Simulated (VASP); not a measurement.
# BiTe (Fm-3m) in VASP: single point with revPBE

Aim: the single point of BiTe with revPBE.

Everything below comes from runs of VASP 6.6.1. Logs are shortened: lines on timing, memory, paths and dates and some standing lists are left out, and cuts for length are marked.

### Step 1. The structure

It takes space group Fm-3m (No. 225, cubic). The conventional cell has a = 6.470 Å, b = 6.470 Å, c = 6.470 Å, α = 90.00°, β = 90.00°, γ = 90.00°. Bi (site symmetry m-3m) has 6 Te at 3.23 Å as nearest neighbours. Te (site symmetry m-3m) is surrounded by 6 Bi at 3.23 Å.

### Step 2. Single point, revPBE

Input file INCAR:

```
  ALGO = Normal
  EDIFF = 1E-6
  ENCUT = 520
  GGA = RE
  ISIF = 2
  ISMEAR = 1
  LASPH = T
  LCHARG = F
  LREAL = F
  LWAVE = F
  NBANDS = 18
  NELM = 100
  PREC = Accurate
  SIGMA = 0.15
```

Input file KPOINTS:

```
k-points
0
Gamma
  7 7 7
```

Input file POSCAR:

```
BiTe
1.0
    0.0000000000      3.2350000000      3.2350000000
    3.2350000000      0.0000000000      3.2350000000
    3.2350000000      3.2350000000      0.0000000000
Bi Te
1 1
Direct
    0.0000000000      0.0000000000      0.0000000000
    0.5000000000      0.5000000000      0.5000000000
```

Potentials or basis: VASP PAW PBE potentials, release 64 (Bi_d, Te).

Launch:

```sh
cat potpaw_PBE.64/Bi_d/POTCAR potpaw_PBE.64/Te/POTCAR > POTCAR
mpirun -np 1 vasp_std > vasp.out
```

OUTCAR:

```text
EDIFF = 1E-6
   ENCUT = 520
   GGA = RE
   ISIF = 2
   ISMEAR = 1
   LASPH = T
   LREAL = F
   NELM = 100
   PREC = Accurate

 ion  position               nearest neighbor table
   1  0.000  0.000  0.000-   2 3.23   2 3.23   2 3.23   2 3.23   2 3.23   2 3.23
   2  0.500  0.500  0.500-   1 3.23   1 3.23   1 3.23   1 3.23   1 3.23   1 3.23

  LATTYP: Found a face centered cubic cell.
 ALAT       =     6.4700000000

  Lattice vectors:

 A1 = (   0.0000000000,   3.2350000000,   3.2350000000)
 A2 = (   3.2350000000,   0.0000000000,   3.2350000000)
 A3 = (   3.2350000000,   3.2350000000,   0.0000000000)

Analysis of symmetry for initial positions (statically):
=====================================================================
 Subroutine PRICEL returns:
 Original cell was already a primitive cell.

 Routine SETGRP: Setting up the symmetry group for a
 face centered cubic supercell.

 Subroutine GETGRP returns: Found 48 space group operations
 (whereof 48 operations were pure point group operations)
 out of a pool of 48 trial point group operations.

The static configuration has the point symmetry O_h .

Analysis of symmetry for dynamics (positions and initial velocities):
=====================================================================
 Subroutine PRICEL returns:
 Original cell was already a primitive cell.

 Routine SETGRP: Setting up the symmetry group for a
 face centered cubic supercell.

 Subroutine GETGRP returns: Found 48 space group operations
 (whereof 48 operations were pure point group operations)
 out of a pool of 48 trial point group operations.

The dynamic configuration has the point symmetry O_h .

 Subroutine INISYM returns: Found 48 space group operations
 (whereof 48 operations are pure point group operations),
 and found     1 'primitive' translations

----------------------------------------------------------------------------------------

                                     Primitive cell

  volume of cell :      67.7100

  direct lattice vectors                    reciprocal lattice vectors
     0.000000000  3.235000000  3.235000000    -0.154559505  0.154559505  0.154559505
     3.235000000  0.000000000  3.235000000     0.154559505 -0.154559505  0.154559505
     3.235000000  3.235000000  0.000000000     0.154559505  0.154559505 -0.154559505

  length of vectors
     4.574980874  4.574980874  4.574980874     0.267704916  0.267704916  0.267704916

  position of ions in fractional coordinates (direct lattice)
     0.000000000  0.000000000  0.000000000
     0.500000000  0.500000000  0.500000000

  ion indices of the primitive-cell ions
   primitive index   ion index
                 1           1
                 2           2

----------------------------------------------------------------------------------------

 KPOINTS: k-points

Automatic generation of k-mesh.
 Grid dimensions read from file:
 generate k-points for:    7    7    7

 Generating k-lattice:

  Cartesian coordinates                     Fractional coordinates (reciprocal lattice)
    -0.022079929  0.022079929  0.022079929     0.142857143  0.000000000  0.000000000
     0.022079929 -0.022079929  0.022079929     0.000000000  0.142857143  0.000000000
     0.022079929  0.022079929 -0.022079929     0.000000000  0.000000000  0.142857143

  Length of vectors
     0.038243559  0.038243559  0.038243559

  Shift w.r.t. Gamma in fractional coordinates (k-lattice)
     0.000000000  0.000000000  0.000000000

 Subroutine IBZKPT returns following result:
 ===========================================

 Found     20 irreducible k-points:

 Following reciprocal coordinates:
            Coordinates               Weight
  0.000000  0.000000  0.000000      1.000000
  0.142857  0.000000  0.000000      8.000000
  0.285714  0.000000  0.000000      8.000000
  0.428571  0.000000  0.000000      8.000000
  0.142857  0.142857  0.000000      6.000000
  0.285714  0.142857  0.000000     24.000000
[... 12 lines left out ...]
 -0.428571  0.428571  0.142857     24.000000
 -0.285714  0.428571  0.142857     24.000000
   k-points           NKPTS =     20   k-points in BZ     NKDIM =     20   number of bands    NBANDS=     18
   number of dos      NEDOS =    301   number of ions     NIONS =      2
   total plane-waves  NPLWV =  46656
   dimension x,y,z NGX =    36 NGY =   36 NGZ =   36
   dimension x,y,z NGXF=    72 NGYF=   72 NGZF=   72
   ions per type =               1   1
   NGX,Y,Z   is equivalent  to a cutoff of  13.08, 13.08, 13.08 a.u.
   NGXF,Y,Z  is equivalent  to a cutoff of  26.16, 26.16, 26.16 a.u.
 SYSTEM =  unknown system
   PREC   = accura    normal or accurate (medium, high low for compatibility)
   ISTART =      0    job   : 0-new  1-cont  2-samecut
   ICHARG =      2    charge: 1-file 2-atom 10-const
   ISPIN  =      1    spin polarized calculation?
   LNONCOLLINEAR =      F non collinear calculations
   LSORBIT =      F    spin-orbit coupling
   LASPH  =      T    aspherical Exc in radial PAW
   ENCUT  =  520.0 eV  38.22 Ry    6.18 a.u.   8.51  8.51  8.51*2*pi/ulx,y,z
   NELM   =    100;   NELMIN=  2; NELMDL= -5     # of ELM steps
   EDIFF  = 0.1E-05   stopping-criterion for ELM
   LREAL  =      F    real-space projection
   EDIFFG = 0.1E-04   stopping-criterion for IOM
   NSW    =      0    number of steps for IOM
   IBRION =     -1    ionic relax: 0-MD 1-quasi-New 2-CG
   NFREE  =      0    steps in history (QN), initial steepest desc. (CG)
   ISIF   =      2    stress and relaxation
   ISYM   =      2    0-nonsym 1-usesym 2-fastsym
   POTIM  = 0.5000    time-step for ionic-motion
   TEBEG  =    0.0;   TEEND  =   0.0 temperature during run
   PSTRESS=    0.0 pullay stress
   NELECT =      21.0000    total number of electrons
   NUPDOWN=      -1.0000    fix difference up-down
   EMIN   =  10.00;   EMAX   =-10.00  energy-range for DOS
   EFERMI =   0.00;   METHOD = LEGACY
   ISMEAR =     1;   SIGMA  =   0.15  broadening in eV -4-tet -1-fermi 0-gaus
   EFERMI_NEDOS =   21; number of points for ismear=-14 and -15
   IALGO  =     38    algorithm
   IMIX   =      4    mixing-type and parameters
     AMIX     =   0.40;   BMIX     =  1.00
     AMIX_MAG =   1.60;   BMIX_MAG =  1.00
  volume/ion in A,a.u.               =      33.86       228.46
  Fermi-wavevector in a.u.,A,eV,Ry     =   1.108146  2.094092 16.707785  1.227988
  Thomas-Fermi vector in A             =   2.244669
   LORBIT       =      0    0 simple, 1 ext, 2 COOP (PROOUT), +10 PAW based schemes
   GGA     = RE    functional components
   LHFCALC =     F    Hartree Fock is set to
   AEXX    =    0.0000 exact exchange contribution
   IVDW    =     0    specifies the selected vdW correction
   LEPSILON=     F    determine dielectric tensor
   LRPA    =     F    only Hartree local field effects (RPA)
 non-spin polarized calculation
 Methfessel and Paxton  Order N= 1 SIGMA  =   0.15
  energy-cutoff  :      520.00
  volume of cell :       67.71
 maximum number of plane-waves:      1841
 NGX is ok and might be reduce to    36
   NGX = 17   NGY = 17   NGZ = 17

 number of electron      21.0000001 magnetization

 Free energy of the ion-electron system (eV)
  ---------------------------------------------------
  ext. energy  EPLUGINS =         0.00000000
  ---------------------------------------------------
  free energy    TOTEN  =        -6.49940043 eV

  energy without entropy =       -6.49094868  energy(sigma->0) =       -6.49658318

 E-fermi :   6.7838     XC(G=0):  -9.3550

 val. band max:        6.7754191492   @ k =  -0.4286   0.1429   0.0000
 cond. band min:       6.8115141543   @ k =   0.1429   0.1429   0.0000
 fundamental gap:      0.0360950052
 Fermi energy:         6.7838368303

 k-point     1 :       0.0000    0.0000    0.0000
  band No.  band energies     occupation
      1     -16.4679      2.00000
      2     -16.4679      2.00000
      3     -16.4677      2.00000
      4     -16.4677      2.00000
      5     -16.4677      2.00000
      6      -6.7794      2.00000
[... 10 lines left out ...]
     17      12.9168      0.00000
     18      13.3601      0.00000

 k-point     2 :       0.1429    0.0000    0.0000
  band No.  band energies     occupation
      1     -16.4688      2.00000
      2     -16.4688      2.00000
      3     -16.4674      2.00000
      4     -16.4664      2.00000
      5     -16.4664      2.00000
      6      -6.5973      2.00000
[... 10 lines left out ...]
     17      14.0422      0.00000
     18      14.3493      0.00000

 k-point     3 :       0.2857    0.0000    0.0000
  band No.  band energies     occupation
      1     -16.4709      2.00000
      2     -16.4709      2.00000
      3     -16.4666      2.00000
      4     -16.4632      2.00000
      5     -16.4632      2.00000
      6      -6.0616      2.00000
[... 10 lines left out ...]
     17      16.0101      0.00000
     18      16.4644      0.00000

 k-point     4 :       0.4286    0.0000    0.0000
  band No.  band energies     occupation
      1     -16.4727      2.00000
      2     -16.4727      2.00000
      3     -16.4659      2.00000
      4     -16.4608      2.00000
      5     -16.4608      2.00000
      6      -5.2158      2.00000
[... 10 lines left out ...]
     17      15.3899      0.00000
     18      16.6581      0.00000

 k-point     5 :       0.1429    0.1429    0.0000
  band No.  band energies     occupation
      1     -16.4702      2.00000
      2     -16.4684      2.00000
      3     -16.4670      2.00000
      4     -16.4659      2.00000
      5     -16.4659      2.00000
      6      -6.5396      2.00000
[... 10 lines left out ...]
     17      13.3020      0.00000
     18      13.5753      0.00000

 k-point     6 :       0.2857    0.1429    0.0000
  band No.  band energies     occupation
      1     -16.4726      2.00000
      2     -16.4680      2.00000
      3     -16.4680      2.00000
      4     -16.4638      2.00000
      5     -16.4627      2.00000
      6      -6.1324      2.00000
[... 10 lines left out ...]
     17      14.5674      0.00000
     18      14.7746      0.00000

 k-point     7 :       0.4286    0.1429    0.0000
  band No.  band energies     occupation
      1     -16.4741      2.00000
      2     -16.4700      2.00000
      3     -16.4663      2.00000
      4     -16.4621      2.00000
      5     -16.4603      2.00000
      6      -5.4118      2.00000
[... 10 lines left out ...]
     17      15.3591      0.00000
     18      16.3145      0.00000

 k-point     8 :      -0.4286    0.1429    0.0000
  band No.  band energies     occupation
      1     -16.4737      2.00000
      2     -16.4715      2.00000
      3     -16.4651      2.00000
      4     -16.4613      2.00000
      5     -16.4604      2.00000
      6      -4.8072      2.00000
[... 10 lines left out ...]
     17      16.0851      0.00000
     18      17.1679      0.00000
[... 145 lines left out ...]
     17      17.0338      0.00000
     18      17.0341      0.00000

 k-point    16 :      -0.4286    0.4286    0.0000
  band No.  band energies     occupation
      1     -16.4804      2.00000
      2     -16.4698      2.00000
      3     -16.4645      2.00000
      4     -16.4583      2.00000
      5     -16.4579      2.00000
      6      -4.9034      2.00000
[... 10 lines left out ...]
     17      16.2109      0.00000
     18      16.6988      0.00000

 k-point    17 :       0.4286    0.2857    0.1429
  band No.  band energies     occupation
      1     -16.4746      2.00000
      2     -16.4681      2.00000
      3     -16.4677      2.00000
      4     -16.4617      2.00000
      5     -16.4612      2.00000
      6      -5.6474      2.00000
[... 10 lines left out ...]
     17      15.2909      0.00000
     18      15.6575      0.00000

 k-point    18 :      -0.4286    0.2857    0.1429
  band No.  band energies     occupation
      1     -16.4753      2.00000
      2     -16.4693      2.00000
      3     -16.4653      2.00000
      4     -16.4622      2.00000
      5     -16.4596      2.00000
      6      -4.9179      2.00000
[... 10 lines left out ...]
     17      15.8189      0.00000
     18      17.1818      0.00000

 k-point    19 :      -0.4286    0.4286    0.1429
  band No.  band energies     occupation
      1     -16.4787      2.00000
      2     -16.4685      2.00000
      3     -16.4660      2.00000
      4     -16.4601      2.00000
      5     -16.4580      2.00000
      6      -4.9228      2.00000
[... 10 lines left out ...]
     17      16.6502      0.00000
     18      17.0995      0.00000

 k-point    20 :      -0.2857    0.4286    0.1429
  band No.  band energies     occupation
      1     -16.4770      2.00000
      2     -16.4677      2.00000
      3     -16.4654      2.00000
      4     -16.4628      2.00000
      5     -16.4580      2.00000
      6      -4.5179      2.00000
[... 10 lines left out ...]
     17      16.1117      0.00000
     18      16.9601      0.00000

------------------------ aborting loop because EDIFF is reached ----------------------------------------

  FORCE on cell =-STRESS in cart. coord.  units (eV):
  Direction    XX          YY          ZZ          XY          YZ          ZX
  --------------------------------------------------------------------------------------
  -------------------------------------------------------------------------------------
  Total        0.7601166      0.7601166      0.7601166     -0.0000000     -0.0000000     -0.0000000
  in kB       17.9861401     17.9861401     17.9861401     -0.0000000     -0.0000000     -0.0000000
  external PRESSURE =      17.9861401 kB  Pullay stress =       0.0000000 kB

 VOLUME and BASIS-vectors are now :
 -----------------------------------------------------------------------------
  energy-cutoff  :      520.00
  volume of cell :       67.71
      direct lattice vectors                 reciprocal lattice vectors
     0.000000000  3.235000000  3.235000000    -0.154559505  0.154559505  0.154559505
     3.235000000  0.000000000  3.235000000     0.154559505 -0.154559505  0.154559505
     3.235000000  3.235000000  0.000000000     0.154559505  0.154559505 -0.154559505

 POSITION                                       TOTAL-FORCE (eV/Angst)
 -----------------------------------------------------------------------------------
      0.00000      0.00000      0.00000         0.000000      0.000000     -0.000000
      3.23500      3.23500      3.23500         0.000000      0.000000      0.000000
 -----------------------------------------------------------------------------------
    total drift:                               -0.000000      0.000000      0.000000

  FREE ENERGIE OF THE ION-ELECTRON SYSTEM (eV)
  ---------------------------------------------------
  free  energy   TOTEN  =        -6.4994004285 eV

  energy  without entropy=       -6.4909486843  energy(sigma->0) =       -6.49658318
```

It took 16 s on 1 thread of Intel Xeon 6975P-C (Granite Rapids), shared host; peak memory 0.21 GiB.

What came out:

- Free energy: -6.4994 eV
- Pressure: 1.8 GPa
- Band gap on the k mesh: none (metal or under the smearing width)

Levels at points of the mesh, in eV from the Fermi level:
| k point | band 7 | band 8 | band 9 | band 10 | band 11 | band 12 | band 13 | band 14 |
| --- | --- | --- | --- | --- | --- | --- | --- | --- |
| (0.00, 0.00, 0.00) | -8.16 | -2.60 | -2.60 | -2.60 | 2.11 | 2.11 | 2.11 | 4.62 |

Caveat: the PAW data sets were made with another functional, which shifts forces and pressure a little; spin-orbit coupling is left out, which moves the levels of the heavy elements.
